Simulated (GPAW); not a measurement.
# InP (F-43m) in GPAW: settings compared, part 2 of 2

GPAW 26.7.0.

## 5. Band structure, PBE

Input file run.py:

```python
from ase.dft.bandgap import bandgap
from ase.io import read, write
from gpaw import GPAW

atoms = read('InP.cif')

calc = GPAW(mode='lcao',
            h=0.2,
            basis='dzp',
            xc='PBE',
            kpts={'size': (6, 6, 6), 'gamma': True},
            occupations={'name': 'fermi-dirac', 'width': 0.05},
            convergence={'density': 1e-05, 'energy': 1e-05},
            maxiter=150,
            txt='gpaw.txt')
atoms.calc = calc
energy = atoms.get_potential_energy()
forces = atoms.get_forces()
calc.write('gs.gpw')
write('result.traj', atoms)
print(f'Energy: {energy:.6f} eV')
print('Forces (eV/A):')
print(forces.round(4))
print('Fermi level:', round(calc.get_fermi_level(), 4), 'eV')
print(f'Gap: {bandgap(calc)[0]:.4f} eV, direct: {bandgap(calc, direct=True)[0]:.4f} eV')

path = atoms.cell.bandpath('GXWKGLUWLK,UX', npoints=60, eps=1e-4)
bs_calc = calc.fixed_density(kpts=path, symmetry='off', txt='bands.txt')
bs = bs_calc.band_structure()
bs.write('bs.json')
print(f'Gap on the path: {bandgap(bs_calc)[0]:.4f} eV')
```

Input file InP.cif:

```cif
data_InP
_cell_length_a 4.14435284
_cell_length_b 4.14435284
_cell_length_c 4.14435284
_cell_angle_alpha 60.00000000
_cell_angle_beta 60.00000000
_cell_angle_gamma 60.00000000
_space_group_name_H-M_alt 'P1'
_space_group_name_Hall 'P 1'
_space_group_IT_number 1
loop_
_space_group_symop_operation_xyz
'x,y,z'
loop_
_atom_site_label
_atom_site_type_symbol
_atom_site_symmetry_multiplicity
_atom_site_Wyckoff_symbol
_atom_site_fract_x
_atom_site_fract_y
_atom_site_fract_z
_atom_site_occupancy
In1 In 1 a 0.0000000000 0.0000000000 0.0000000000 1
P1 P 1 a 0.7500000000 0.7500000000 0.7500000000 1
```

Potentials or basis: GPAW PAW data sets (gpaw-data 1.2.1), lcao:dzp.

Launch:

```sh
$ OMP_NUM_THREADS=1 python run.py
```

gpaw.txt:

```text
__  _  _
 | _ |_)|_||  |
 |__||  | ||/\| - 26.7.0

Input parameters:
  mode=LCAO(),
  basis={'default': 'dzp'},
  convergence={'density': 1e-05, 'energy': 1e-05},
  h=0.2,
  kpts=MonkhorstPack(size=(6, 6, 6), gamma=True),
  maxiter=150,
  occupations=Occupations(name='fermi-dirac', width=0.05),
  xc=XC(name='PBE')

                         P

       In

Atoms  # Å, Bohr magnetons
|   | symbol |        x |        y |        z |    initial magnetic moments |
|---|--------|----------|----------|----------|-----------------------------|
| 0 |     In | 0.000000 | 0.000000 | 0.000000 | ( 0.0000,  0.0000,  0.0000) |
| 1 |      P | 6.216529 | 3.589115 | 2.537887 | ( 0.0000,  0.0000,  0.0000) |

Unit cell  # Å
| periodic |        x |        y |        z |  lengths |    angles |
|----------|----------|----------|----------|----------|-----------|
|      yes | 4.144353 | 0.000000 | 0.000000 | 4.144353 | 60.000000 |
|      yes | 2.072176 | 3.589115 | 0.000000 | 4.144353 | 60.000000 |
|      yes | 2.072176 | 1.196372 | 3.383850 | 4.144353 | 60.000000 |

Number of symmetries: 24
Symmetry operations  # r_c * U_cc + t_c -> r_c
|    | kind |            matrix            |
|----|------|------------------------------|
|  0 |  E   |  1, 0, 0,  0, 1, 0,  0, 0, 1 |
|  1 |  σ   |  1, 0, 0,  0, 0, 1,  0, 1, 0 |
|  2 |  σ   |  1, 0,-1,  0, 1,-1,  0, 0,-1 |
|  3 |  C3  |  1, 0,-1,  0, 0,-1,  0, 1,-1 |
|  4 |  C3  |  1,-1, 0,  0,-1, 1,  0,-1, 0 |
|  5 |  σ   |  1,-1, 0,  0,-1, 0,  0,-1, 1 |
|  6 |  σ   |  0, 1, 0,  1, 0, 0,  0, 0, 1 |
|  7 |  C3  |  0, 1, 0,  0, 0, 1,  1, 0, 0 |
[... 349 lines left out ...]
xc functional:
  name: PBE with 2 nearest neighbor stencil
interpolation: tri-quintic # 5. degree polynomial

convergence criteria:
- Maximum integral of absolute [dens]ity change: 1e-05 electrons / valence electron
- Maximum [total energy] change in last 3 cyles: 1e-05 eV / valence electron
- Maximum integral of absolute [eigenst]ate change: 4e-08 eV^2 / valence electron
maximum number of iterations: 150

SCF iterations
|iter     | |      energy | eigst |  dens |
|---------|-|-------------|-------|-------|
|iter:   1| |   -8.208580 |      c|       |
|iter:   2| |   -8.152491 |      c| -1.23 |
|iter:   3| |   -7.962309 |      c| -1.26 |
|iter:   4| |   -7.963074 |      c| -1.83 |
|iter:   5| |   -7.962997 |      c| -2.27 |
|iter:   6| |   -7.962999c|      c| -3.83 |
|iter:   7| |   -7.962999c|      c| -4.19 |
|iter:   8| |   -7.962999c|      c| -5.05c|

Converged in 8 steps
Energy contributions relative to reference atoms: (reference = -169278.333319)

Energy contributions:
  Kinetic:          17.269684
  Coulomb:         -15.251376
  Zero:              0.258181
  External:          0.000000
  Xc:              -10.239485
  Entropy:          -0.000008
  Spinorbit:         0.000000
  ----------------------------
  Free energy:      -7.963003
  Extrapolated:     -7.962999

dipole moment: (-23.837238, -13.762436, -9.731512)  # |e|*Ang

Fermi level: 5.332
Eigenvalues  # (at kpt = [0.000, 0.000, 0.000])
| band index |      eig [eV] | occ [0-2] |
|------------|---------------|-----------|
|          0 |        -9.308 |     2.000 |
|          1 |        -9.308 |     2.000 |
|          2 |        -9.303 |     2.000 |
|          3 |        -9.153 |     2.000 |
|          4 |        -9.153 |     2.000 |
|          5 |        -6.602 |     2.000 |
|          6 |         4.928 |     1.999 |
|          7 |         4.929 |     1.999 |
|          8 |         4.929 |     1.999 |
|          9 |         5.679 |     0.002 |
|         10 |         9.120 |     0.000 |
|         11 |         9.123 |     0.000 |
|         12 |         9.123 |     0.000 |

Gap: 0.750 eV
Transition (v -> c):
  (s=0, k=0, n=8, [0.00, 0.00, 0.00]) -> (s=0, k=0, n=9, [0.00, 0.00, 0.00])
No difference between direct/indirect transitions

Forces  # eV/Ang
|        x |        y |       z |
|----------|----------|---------|
| -0.00000 | -0.00000 | 0.00000 |  # In   0
| -0.00000 | -0.00000 | 0.00000 |  # P    1

# Writing to gs.gpw (mode='')
```

It took 22 s on 1 thread of Arm Neoverse V2, shared host; peak memory 0.18 GiB.

Results:

- Free energy: -7.9630 eV
- Band gap on the k mesh: 0.75 eV, direct
- Band gap along the path: 0.75 eV, direct

Levels at the corners of the path, in eV from the valence-band top:
| point | band 5 | band 6 | band 7 | band 8 | band 9 | band 10 | band 11 | band 12 |
| --- | --- | --- | --- | --- | --- | --- | --- | --- |
| Γ | -14.08 | -11.53 | 0.00 | 0.00 | 0.00 | 0.75 | 4.19 | 4.19 |
| X | -14.05 | -9.14 | -5.78 | -2.31 | -2.31 | 1.79 | 2.38 | 9.62 |
| W | -14.07 | -9.06 | -5.62 | -2.97 | -2.92 | 4.43 | 4.56 | 5.81 |
| K | -14.06 | -9.15 | -5.63 | -3.32 | -1.93 | 2.41 | 4.58 | 7.85 |
| Γ | -14.08 | -11.53 | 0.00 | 0.00 | 0.00 | 0.75 | 4.19 | 4.19 |
| L | -14.07 | -9.80 | -5.76 | -0.97 | -0.97 | 1.55 | 5.05 | 5.05 |
| U | -14.06 | -9.15 | -5.63 | -3.32 | -1.93 | 2.41 | 4.58 | 7.85 |
| W | -14.07 | -9.06 | -5.62 | -2.97 | -2.92 | 4.43 | 4.56 | 5.81 |
| L | -14.07 | -9.80 | -5.76 | -0.97 | -0.97 | 1.55 | 5.05 | 5.05 |
| K | -14.06 | -9.15 | -5.63 | -3.32 | -1.93 | 2.41 | 4.58 | 7.85 |
| U | -14.06 | -9.15 | -5.63 | -3.32 | -1.93 | 2.41 | 4.58 | 7.85 |
| X | -14.05 | -9.14 | -5.78 | -2.31 | -2.31 | 1.79 | 2.38 | 9.62 |

Caveat: the real-space grid adds noise to forces; spin-orbit coupling is left out, which moves the levels of the heavy elements; the basis of atomic orbitals isn't converged, which shifts pressures, moduli and gaps.

## 6. Overview

| task | level | potentials or basis | spin | cutoff (eV) | older calculator (legacy_gpaw) | band path | band points | spin axis theta (degrees) | spin axis phi (degrees) | grid spacing | gap on the mesh (eV) | V0 of scaled cells (Å³/atom) | B0 (GPa) |
| --- | --- | --- | --- | --- | --- | --- | --- | --- | --- | --- | --- | --- | --- |
| equation of state | optB88-vdW | GPAW PAW data sets (gpaw-data 1.2.1), pw | off | 600 | yes | - | - | - | - | - | - | 26.55 | 61 |
| band structure | PW91 | PAW data sets generated in the run's folder for this functional, pw | SOC, no magnetisation | 600 | - | GXWKGLUWLK,UX | 60 | 90 | 45 | - | 0.63 | - | - |
| equation of state | C09-vdW | GPAW PAW data sets (gpaw-data 1.2.1), pw | off | 600 | - | - | - | - | - | - | - | 25.66 | 67 |
| band structure | PBE | GPAW PAW data sets (gpaw-data 1.2.1), lcao:dzp | off | - | - | GXWKGLUWLK,UX | 60 | - | - | 0.2 Å | 0.75 | - | - |

Alike in all rows: cell as given; k mesh 6 × 6 × 6; smearing fermi-dirac 0.05 eV.

Caveats: the PAW data sets were made with another functional, which shifts forces and pressure a little (some runs); spin-orbit coupling was added after a scalar SCF, so levels and gaps hold it while energy, forces, pressure and moments don't (some runs); this program's spin-orbit splittings come out too wide for heavy elements (some runs); the real-space grid adds noise to forces (some runs); spin-orbit coupling is left out, which moves the levels of the heavy elements (some runs); the basis of atomic orbitals isn't converged, which shifts pressures, moduli and gaps (some runs).

Absolute energies hang on the potentials; compare differences alone.

## 7. How close it comes

Step 2. A measured bulk modulus of InP is 71 GPa (a printed reference work, data compilation); the calculated 61 GPa misses it by -14.7 %. The fit is for a static lattice scaled at fixed shape and fixed fractional positions.

Step 3. Against the measured gap of InP, 1.4236 eV (direct; 1.6 K; a printed reference work, data compilation), the calculated 0.63 eV is off by -0.80 eV. The value is that of PW91, without temperature or zero-point motion. Semilocal functionals fall short of measured gaps as a rule.

Step 4. Measured bulk modulus of InP: 71 GPa (a printed reference work, data compilation). This calculation gives 67 GPa (-6.0 %). The fit is for a static lattice scaled at fixed shape and fixed fractional positions.

Step 5. Measured gap of InP: 1.4236 eV (direct; 1.6 K; a printed reference work, data compilation). This calculation gives 0.75 eV (-0.67 eV). Spin-orbit coupling on In is left out. The value is that of PBE in an atomic basis (GPAW PAW data sets (gpaw-data 1.2.1), lcao:dzp), whose error adds to the functional's,, without temperature or zero-point motion. Semilocal functionals fall short of measured gaps as a rule.
